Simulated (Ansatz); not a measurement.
# Grüneisen parameters and expansion of AlP (F-43m), part 2 of 4

Which modes of AlP drive its thermal expansion?

Measurements to reproduce:
- heat capacity C_P per formula unit 42 J/mol/K and bulk modulus 86 GPa near room temperature (given in “High-Throughput Prediction of Finite-Temperature Properties using the Quasi-Harmonic Approximation”, 2016, arXiv:1603.06924)

Ansatz 0.2.0; DFT PBE, scalar-relativistic, plane waves, PAW.

So far. Step 2 (Probe on a coarse mesh): The start is under 2.8 GPa at this level and looks like an insulator or semiconductor on this mesh. Step 4 (Tight relaxation): The residual pressure is 8.6e-5 GPa, small enough for phonons.

The database entry behind the starting cell differs from later determinations by our own check (0.1 to 0.3 % short, probably kX units), so it need not match the best structure at ambient conditions.

**5. Phonons, V/V0 1**

The same q-mesh and k-mesh are kept at every volume, so that much of their error can cancel in the differences.

Contents of input.yaml:

```yaml
crystal:
  lattice:
    - [0.0, 2.7538855112, 2.7538855112]
    - [2.7538855112, 0.0, 2.7538855112]
    - [2.7538855112, 2.7538855112, 0.0]
  atoms:
    - { symbol: Al, position: [0.0, 0.0, 0.0] }
    - { symbol: P, position: [0.25, 0.25, 0.25] }
kpoints:
  mp_grid: { grid: [8, 8, 8] }
hamiltonian:
  xc: pbe
scf:
  occupations: { method: fixed }
output:
  eigenvalues: true
phonons:
  method: dfpt
  dielectric: true
  rigid_motions: translations
  qmesh: [4, 4, 4]
  temperatures: { t_max: 1000, t_step: 50 }
  qpath:
    path:
      - [[0.0, 0.0, 0.0], [-0.5, -0.5, 0.0], [-0.375, -0.375, 0.25]]
      - [[-0.375, 0.0, 0.375], [0.0, 0.0, 0.0], [0.0, 0.0, 0.5], [-0.5, -0.25, 0.25], [-0.5, -0.5, 0.0]]
    npoints: 10
```

The run is started by

```bash
$ ansatz run input.yaml --threads 2 --pin off --max-ram 5120MiB --backend cpu --events-out ev --progress --plain --runs-dir out
```

Numbers of over 12 decimals in the logs are rounded to 6 here.

The program printed:

```text
Warning: phonons: the dynamical matrix that this run interpolates holds no multipole term above the dipole-dipole one, and a site of this crystal is no centre of inversion, so its interpolated transverse optical and acoustic branches and sound speeds can stay off near Gamma, and the density of states and the thermodynamics with them. What a run solves at a wave vector of phonons.qpoints, Gamma apart, where the deck admits one, is free of this, and under fd what a larger phonons.supercell samples
[...]
Crystal: 2 atoms, lattice volume = 41.770 Å³
Basis set: ecut = 420 eV, 869 PW (Γ), exchange–correlation on 54×54×54 points (8 copies of the dense FFT grid, shifted against one another)
Bands: 8, of which v1, the nominal top of the filled ones, is band 4 counted from 1 (3 counted from 0)
Symmetry: 24 space group operations
k-points: 95 of 512 (irreducible under 4 space group operations, time reversal used)
[...]
SCF iter   1: F=—  HF=-1294.443590 eV  |F-HF|=—  |Δ(HF+E_count)|=         —  Δρ=1.33e-3  dr2=1.26e-3  ethr=1.77e-3  ⟨swp⟩=5.5  Hψ=5578  notcnv=0  defer=176
[...]
SCF iter   8: F=-1294.443302 eV  HF=-1294.443302 eV  |F-HF|=2.50e-12  |Δ(HF+E_count)|=  3.77e-11  Δρ=6.61e-8  dr2=2.88e-12  ethr=1.25e-12  ⟨swp⟩=6.0  Hψ=2908  notcnv=0
SCF 1 converged in 8 iterations: F = -1294.443302 eV  dr2 = 2.88e-12
[...]
DFPT response loops at Γ: preconditioner auto → none (the input reference at scf.mixing.eps_inf says where Resta's filter doesn't serve); β = 0.50; Broyden in place of MSR1
── the response to a field inside a basis, on 8×8×8 k-points: an SCF that follows is theirs, and a resumed run solves both again ──
Bands: 5, of which v1, the nominal top of the filled ones, is band 4 counted from 1 (3 counted from 0)
k-points: 60 of 512 (irreducible under 6 space group operations, time reversal used)
[...]
Eigensolver: Dense (60 Hₖ)
SCF iter   1: F=—  HF=-1294.443938 eV  |F-HF|=—  |Δ(HF+E_count)|=         —  Δρ=5.10e-5  dr2=1.07e-6  ethr=1.00e-1
[...]
SCF iter   2: F=-1294.443938 eV  HF=-1294.443938 eV  |F-HF|=1.68e-7  |Δ(HF+E_count)|=   1.71e-7  Δρ=2.31e-5  dr2=7.42e-8  ethr=1.33e-8
SCF 1 converged in 2 iterations: F = -1294.443938 eV  dr2 = 7.42e-8
[...]
WARN: field response: ε∞ stands inside a basis, on 8×8×8 points; the force constants stand on the 8×8×8 k-mesh, whose period is 13.27 times the interband length at k = (0.0000, 0.0000, 0.0000), direct gap 3.085 eV, under 14: take them and everything formed from them as unconverged, and compare with a denser kpoints.mp_grid
NSCF: frozen V_eff on 29 k-points
[...]
DFPT response loops at q = (0, 0, -0.5) (fractional): preconditioner auto → Resta (q_TF=auto, 2.071 Å⁻¹)  ε∞=6.1 (no band partly filled); β = 1.00, the filter's whole step (`scf.mixing.beta` (0.50) is not read by the response loops at its default; to damp them type it under 1.00, their step now; it binds the ground state too); Broyden in place of MSR1
[...]
SCF converged after 8 iterations
Free energy (F): -1294.443302 eV
[...]
Internal energy: -1294.443302 eV  (E = F + TS)
E sigma→0 (E₀):  -1294.443302 eV
Fermi energy:    4.796197 eV
[...]
--- Band table (eV; the first three rows and the last of 95) ---
[...]
--- Phonons (Γ-DFPT): 2 representative perturbations + reference, on 95 of 512 k-points (Σ response iterations 6) ---
  k mesh reduced under 4 symmetry operations, with k and −k counted as one. Each operation leaves every solved perturbation unchanged. A smaller set is not considered because the run solves the response to a homogeneous field
  ASR residual: 5.310e-5 → 0.000e0 eV/Å²; symmetrization residual: 4.199e-7 eV/Å²
  ASR residual per site (eV/Å²): 4.14e-5 5.31e-5
  Γ frequencies (cm⁻¹): 0.00 0.00 0.00 426.59 426.59 426.59
  ε∞ (high-frequency dielectric tensor):
        8.120192     0.000000    -0.000000
        0.000000     8.120192     0.000000
       -0.000000     0.000000     8.120192
  ε⁰ (static dielectric tensor: ions relaxed, cell fixed):
       10.384166     0.000000    -0.000000
        0.000000    10.384166     0.000000
       -0.000000     0.000000    10.384166
  ε⁰ − ε∞ (ionic part):
        2.263974     0.000000    -0.000000
        0.000000     2.263974     0.000000
       -0.000000     0.000000     2.263974
  softest optical mode at Γ: 426.59 cm⁻¹; the repairs (sum rule, projections) moved no ω² at Γ by more than (0.70 cm⁻¹)²
  Born effective charges Z* (e; rows j = field, columns β = displacement):
    site 0:
         2.24572    0.00000   -0.00000
        -0.00000    2.24572    0.00000
        -0.00000    0.00000    2.24572
    site 1:
        -2.24572   -0.00000    0.00000
         0.00000   -2.24572   -0.00000
         0.00000   -0.00000   -2.24572
  Z* charge neutrality: 3.806e-4 e pre-enforcement
  solved inside a basis spanned on kpoints, on 8×8×8 k-points, its susceptibility summed on 12×12×12: ε∞ is read to err by 2.2e-2, Z* by 7.6e-3 e (field_mesh: kpoints solves on kpoints); Z* is corrected for what the basis lacks
  optical modes at Γ without the LO–TO term, one row a degenerate level:
      ω (cm⁻¹)  modes    IR ((D/Å)²/amu)
        426.59      3            24.2062
  optical modes at Γ + LO–TO along q̂ = [1.0000, 0.0000, 0.0000]:
      ω (cm⁻¹)  modes    IR ((D/Å)²/amu)
        426.59      2            16.1374
        482.41      1             8.0687
  optical modes at Γ + LO–TO along q̂ = [0.0000, 1.0000, 0.0000]:
      ω (cm⁻¹)  modes    IR ((D/Å)²/amu)
        426.59      2            16.1374
        482.41      1             8.0687
  optical modes at Γ + LO–TO along q̂ = [0.0000, 0.0000, 1.0000]:
      ω (cm⁻¹)  modes    IR ((D/Å)²/amu)
        426.59      2            16.1374
        482.41      1             8.0687
--- Phonons (arbitrary-q DFPT): 8 irreducible q on the 4×4×4 mesh ---
  q = [0.0000, 0.0000, 0.0000] (star 1, of the zone-centre solve; hermiticity 8.70e-8, symmetrization 7.36e-16): -0.00 -0.00 0.00 426.59 426.59 426.59
  q = [0.0000, 0.0000, 0.2500] (star 8, 2 solved perturbations on 288 of 512 k-point pairs; hermiticity 7.68e-8, symmetrization 6.23e-15): 86.21 86.21 207.61 416.46 416.46 453.31
[...]
q = [0.0000, 0.2500, 0.2500] (star 6, 4 solved perturbations in 528 linear systems a pass and spin channel, the states on 164 of 512 k-point pairs; hermiticity 2.62e-8, symmetrization 4.53e-15): 119.02 119.02 212.49 405.95 405.95 460.28
[...]
sum rule: each row above includes the acoustic sum rule's correction from the zone centre's row sums; it moved no ω² by more than (0.68 cm⁻¹)²
  mesh force constants: q→R imaginary residual 1.77e-18; ASR residual 5.310e-5 → 0.000e0 eV/Å²; symmetrization residual 2.665e-15 eV/Å²
  interpolated dispersion: 63 rows × 6 modes
  density of states and harmonic sums: on the 20×20×20 q-mesh, interpolated from the force constants of a 4×4×4 supercell (with the dipole–dipole term)
  largest difference from the sums on the solved wave vectors: F 9.18e-3 eV, S 1.32e-5 and C_V 4.00e-6 eV/K
  zero-point energy: 0.110322 eV/cell   skipped modes (ω ≤ 0): 3   left out of the sums: 6.25e-5 of the cell's modes: C_V's classical limit lies that fraction below 3 k_B per atom; for a crystal, a wire or a layer, F and S can be off by more, and a phonons.interpolated_qmesh denser along its periods is the remedy for the sampling
```

It took 2.3 min on 2 threads of Intel Xeon Platinum 8375C at 2.90GHz (Ice Lake), shared host; peak memory 0.73 GiB; 3.7 min of CPU time.

Numbers from this step:

| Quantity | Value |
| --- | --- |
| Γ frequencies | 0, 0, 0, 426.6, 426.6, 426.6 cm⁻¹ (negative: imaginary) |
| lowest frequency on the path | 0 cm⁻¹ |
| zero-point energy | 0.1103 eV/cell |
| point group | -43m |
| highest frequency | 482.4 cm⁻¹ |
| Debye temperature from the second moment | 597 K |

LO-TO term included. Phonon branches along the path, in cm⁻¹:

```csv
point,branch 1,branch 2,branch 3,branch 4,branch 5,branch 6
Γ,0,0,0,427,427,482
halfway,119,119,212,406,406,460
X,145,145,346,397,397,403
halfway,146,163,337,386,397,408
U,145,190,322,364,398,418
jump to K,145,190,322,364,398,418
halfway,101,148,217,412,413,440
Γ,0,0,0,427,427,482
halfway,86,86,208,416,416,453
L,107,107,333,390,412,412
halfway,139,173,307,371,405,419
W,175,195,316,350,400,415
halfway,159,168,331,375,402,407
X,145,145,346,397,397,403
```

The phonon branches as a text plot (rows in cm⁻¹):

```
    472 |******                   **********
    452 |      **                *          *
    432 |***     ***       ******   ******   **
    412 |   ****    *******  *******      ***********************
    392 |       ****************                ****    *********
    372 |               *** *                       ****     *
    352 |            **    *                            *****  **
    332 |           *  ****                     ****        ***
    312 |         **       *                        ********
    291 |                   *                  *
    271 |        *           **               *
    251 |       *              *             *
    231 |
    211 |      *                *           *
    191 |                ******  *                     ******
    171 |    **        **      *           *          *  ******
    151 |         **********    * **                ** **     ***
    131 |   *   **          ***  *        *        * **
    111 |    ***               **   *         *******
     90 |  *                     ***     *  **
     70 |   *                     ***      *
     50 | **                        **  * *
     30 | *                          *   *
     10 |*                            ***
         Γ           X  U|K            Γ         L        W     X
```

The phonon density of states has structure finer than the step of the table below, so its rows give means over 20 cm⁻¹, whole bins alone (the curve runs from 2.5 to 482 cm⁻¹). Peaks (cm⁻¹: height): 147.5: 0.0340, 307.5: 0.0204, 402.5: 0.0906, 417.5: 0.0818.

Tetrahedra on 20 20 20, mean over bins of 5 cm⁻¹. Phonon density of states against wavenumber; means over each step:

wavenumber (cm⁻¹), phonon density of states (1/cm⁻¹/cell) and a bar:
```
       20     0.0002 
       40     0.0007 
       60     0.0018 #
       80     0.0038 ##
      100     0.0092 #####
      120     0.0189 ##########
      140     0.0270 ###############
      160     0.0216 ############
      180     0.0168 #########
      200     0.0059 ###
      220     0.0026 #
      240     0.0036 ##
      260     0.0051 ###
      280     0.0076 ####
      300     0.0148 ########
      320     0.0091 #####
      340     0.0014 #
      360     0.0085 ####
      380     0.0155 ########
      400     0.0557 ##############################
      420     0.0549 ##############################
      440     0.0091 #####
      460     0.0048 ###
```

Harmonic. Thermo, by row:

```csv
T (K),F_vib (meV/atom),S (J/mol-atom/K),C_V (J/mol-atom/K)
0,55.16,0,0
50,55.03,1.053,2.84
100,53.57,4.784,8.541
150,49.95,9.232,13.52
200,44.02,13.63,17.01
250,35.88,17.69,19.27
300,25.75,21.34,20.73
350,13.83,24.62,21.72
400,0.29,27.57,22.41
450,-14.69,30.23,22.9
500,-31,32.67,23.27
550,-48.52,34.9,23.54
600,-67.14,36.96,23.76
650,-86.79,38.87,23.93
700,-107.4,40.64,24.06
750,-128.9,42.31,24.17
800,-151.2,43.87,24.26
850,-174.3,45.34,24.34
900,-198.2,46.74,24.4
950,-222.8,48.06,24.46
1000,-248,49.31,24.5
```

Phonopy on the run's constants, 17x17x17 mesh, Gaussian sigma 3.7 cm⁻¹. Table of modes by wavenumber; read off at these points; values in 1/cm⁻¹/cell:

```csv
wavenumber (cm⁻¹),Al,P
0.0,2.9e-5,3.9e-5
20.0,1.1e-4,1.2e-4
40.0,1.5e-4,1.7e-4
60.0,5.7e-4,6.5e-4
80.0,0.00164,0.00181
100.0,0.00444,0.00477
120.0,0.00924,0.00957
140.0,0.0137,0.0131
145.6,0.0158,0.0146
160.0,0.0113,0.00994
180.0,0.00859,0.00736
200.0,0.00179,0.00175
220.0,8.7e-4,0.00115
240.0,0.00150,0.00208
260.0,0.00208,0.00309
280.0,0.00301,0.00505
300.0,0.00442,0.0100
304.5,0.0054,0.0136
320.0,0.00157,0.00709
340.0,7.4e-5,0.00119
360.0,0.00803,0.00213
380.0,0.00926,0.00439
400.0,0.0340,0.0320
405.0,0.0388,0.0362
420.0,0.0311,0.0331
440.0,0.00450,0.00354
460.0,0.00256,0.00204
480.0,7.4e-4,6.3e-4
500.0,0,0
```

Born charge (rows field, columns displacement) (e), principal values of the symmetric part by kind of site:

```csv
atom,atoms with these values,low,middle,high,mean
Al1,1,2.25,2.25,2.25,2.25
P2,1,-2.25,-2.25,-2.25,-2.25
```

In full for Al1:

```
2.25 0.00 0.00
0.00 2.25 0.00
0.00 0.00 2.25
```

ε∞:

```
8.12 0.00 0.00
0.00 8.12 0.00
0.00 0.00 8.12
```

No LO-TO term. The modes at Γ (shares of kinetic energy by element, %):

```csv
mode,frequency (cm⁻¹),symmetry,Al %,P %
1,0.0,T2,47,53
2,0.0,T2,47,53
3,0.0,T2,47,53
4,426.6,T2,53,47
5,426.6,T2,53,47
6,426.6,T2,53,47
```

Displacements in mode 4 (426.6 cm⁻¹), the largest set to 1:
```
Al1 -0.74  1.00  0.38
P2   0.64 -0.87 -0.33
```

No mode is imaginary beyond numerical noise at the solved wavevectors.

**6. Single point at a scaled cell, V/V0 1.015**

Symmetry fixes every atom, so a single point at the scaled cell gives the energy and pressure of this member.

The cell differs from the one that the last finished run ended in (a 3.895 → 3.914 Å, b 3.895 → 3.914 Å, c 3.895 → 3.914 Å).

input.yaml, the sections that differ from step 5:

```yaml
crystal:
  lattice:
    - [0.0, 2.7675866597, 2.7675866597]
    - [2.7675866597, 0.0, 2.7675866597]
    - [2.7675866597, 2.7675866597, 0.0]
  atoms:
    - { symbol: Al, position: [0.0, 0.0, 0.0] }
    - { symbol: P, position: [0.25, 0.25, 0.25] }
output:
  forces: true
  stress: true
  eigenvalues: true
# kpoints, hamiltonian, scf: as in step 5
# phonons: removed
```

The program printed:

```text
[...]
Crystal: 2 atoms, lattice volume = 42.397 Å³
Basis set: ecut = 420 eV, 869 PW (Γ), exchange–correlation on 54×54×54 points (8 copies of the dense FFT grid, shifted against one another)
Bands: 8, of which v1, the nominal top of the filled ones, is band 4 counted from 1 (3 counted from 0)
Symmetry: 24 space group operations
[...]
k-points: 29 of 512 (time reversal used)
[...]
SCF iter   1: F=—  HF=-1294.441258 eV  |F-HF|=—  |Δ(HF+E_count)|=         —  Δρ=1.38e-3  dr2=1.42e-3  ethr=1.77e-3  ⟨swp⟩=5.4  Hψ=1698  notcnv=0  defer=51
[...]
SCF iter   6: F=-1294.440935 eV  HF=-1294.440935 eV  |F-HF|=6.95e-10  |Δ(HF+E_count)|=  5.30e-11  Δρ=1.20e-6  dr2=9.23e-10  ethr=1.70e-10  ⟨swp⟩=7.2  Hψ=1857  notcnv=0
SCF 1 converged in 6 iterations: F = -1294.440935 eV  dr2 = 9.23e-10
[...]
SCF converged after 6 iterations
Free energy (F): -1294.440935 eV
[...]
Internal energy: -1294.440935 eV  (E = F + TS)
E sigma→0 (E₀):  -1294.440935 eV
Fermi energy:    4.657343 eV
[...]
--- Stress (GPa, compression-positive) ---
       -1.193514      -0.000000      -0.000000
        0.000000      -1.193514       0.000000
       -0.000000       0.000000      -1.193514
  P = ⅓ Tr σ = -1.1935 GPa (-11.935 kbar)
--- Band table (eV; the first three rows and the last of 29) ---
[...]
```

Wall time 1.6 s (2 threads); peak memory 0.32 GiB; 2.2 s of CPU time.

This step gave:

```
pressure          : -1.194 GPa
gap on the k-mesh : 1.660 eV
volume per atom   : 21.20 Å³
```

At this level the gap is 1.66 eV on the k-mesh of the self-consistent run, which can miss the band edges.

**7. Phonons, V/V0 1.015**

Phonons at this volume give one point of F(V, T); meshes stay fixed along the series.

input.yaml, the sections that differ from step 6:

```yaml
output:
  eigenvalues: true
phonons:
  method: dfpt
  dielectric: true
  rigid_motions: translations
  qmesh: [4, 4, 4]
  temperatures: { t_max: 1000, t_step: 50 }
  qpath:
    path:
      - [[0.0, 0.0, 0.0], [-0.5, -0.5, 0.0], [-0.375, -0.375, 0.25]]
      - [[-0.375, 0.0, 0.375], [0.0, 0.0, 0.0], [0.0, 0.0, 0.5], [-0.5, -0.25, 0.25], [-0.5, -0.5, 0.0]]
    npoints: 10
# crystal, kpoints, hamiltonian, scf: as in step 6
```

The program printed:

```text
[...]
Crystal: 2 atoms, lattice volume = 42.397 Å³
Basis set: ecut = 420 eV, 869 PW (Γ), exchange–correlation on 54×54×54 points (8 copies of the dense FFT grid, shifted against one another)
Bands: 8, of which v1, the nominal top of the filled ones, is band 4 counted from 1 (3 counted from 0)
Symmetry: 24 space group operations
k-points: 95 of 512 (irreducible under 4 space group operations, time reversal used)
[...]
optical modes at Γ + LO–TO along q̂ = [0.0000, 1.0000, 0.0000]:
      ω (cm⁻¹)  modes    IR ((D/Å)²/amu)
        418.98      2            16.2707
        475.14      1             8.1353
  optical modes at Γ + LO–TO along q̂ = [0.0000, 0.0000, 1.0000]:
      ω (cm⁻¹)  modes    IR ((D/Å)²/amu)
        418.98      2            16.2707
        475.14      1             8.1353
--- Phonons (arbitrary-q DFPT): 8 irreducible q on the 4×4×4 mesh ---
[...]
interpolated dispersion: 63 rows × 6 modes
[...]
[key lines of the parts left out:]
SCF converged after 8 iterations
Free energy (F): -1294.440935 eV
Fermi energy:    4.657328 eV
```

It took 2 min on 2 threads; peak memory 0.71 GiB; 3.2 min of CPU time.

No mode is imaginary beyond numerical noise at the solved wavevectors. The highest zone-centre mode (no LO–TO term) moved by -1.8 % for a volume change of +1.5 %.

**8. Single point at a scaled cell, V/V0 0.985**

Symmetry fixes every atom, so a single point at the scaled cell gives the energy and pressure of this member.

The cell differs from the one that the last finished run ended in (a 3.914 → 3.875 Å, b 3.914 → 3.875 Å, c 3.914 → 3.875 Å).

input.yaml, the sections that differ from step 7:

```yaml
crystal:
  lattice:
    - [0.0, 2.740046657, 2.740046657]
    - [2.740046657, 0.0, 2.740046657]
    - [2.740046657, 2.740046657, 0.0]
  atoms:
    - { symbol: Al, position: [0.0, 0.0, 0.0] }
    - { symbol: P, position: [0.25, 0.25, 0.25] }
output:
  forces: true
  stress: true
  eigenvalues: true
# kpoints, hamiltonian, scf: as in step 7
# phonons: removed
```

The program printed:

```text
[...]
Crystal: 2 atoms, lattice volume = 41.144 Å³
Basis set: ecut = 420 eV, 821 PW (Γ), exchange–correlation on 54×54×54 points (8 copies of the dense FFT grid, shifted against one another)
Bands: 8, of which v1, the nominal top of the filled ones, is band 4 counted from 1 (3 counted from 0)
Symmetry: 24 space group operations
[...]
k-points: 29 of 512 (time reversal used)
[...]
Free energy (F): -1294.440811 eV
[...]
Internal energy: -1294.440811 eV  (E = F + TS)
E sigma→0 (E₀):  -1294.440811 eV
Fermi energy:    4.939274 eV
[...]
--- Stress (GPa, compression-positive) ---
        1.290094       0.000000       0.000000
        0.000000       1.290094       0.000000
       -0.000000       0.000000       1.290094
  P = ⅓ Tr σ = 1.2901 GPa (12.901 kbar)
--- Band table (eV; the first three rows and the last of 29) ---
[...]
[key lines of the parts left out:]
SCF converged after 6 iterations
```

Run time: 1.1 s. Hardware: 2 threads; peak memory 0.34 GiB.

The run ends at a pressure of 1.29 GPa.

(Part 2 of 4 ends here.)

[Logs are printed without paths, hosts, clocks, repeated set-up lines and the standing remarks that a program may print on its own settings, such as how far it seeks lower states.]

[Hosts, paths, dates, database ids (printed as entryN), source tags and the programs' standing remarks are cut or masked in the printed files.]

[A step with changed settings may run another functional than the one named; its input shows which.]

[Of the runs on displaced cells, only some may be shown.]
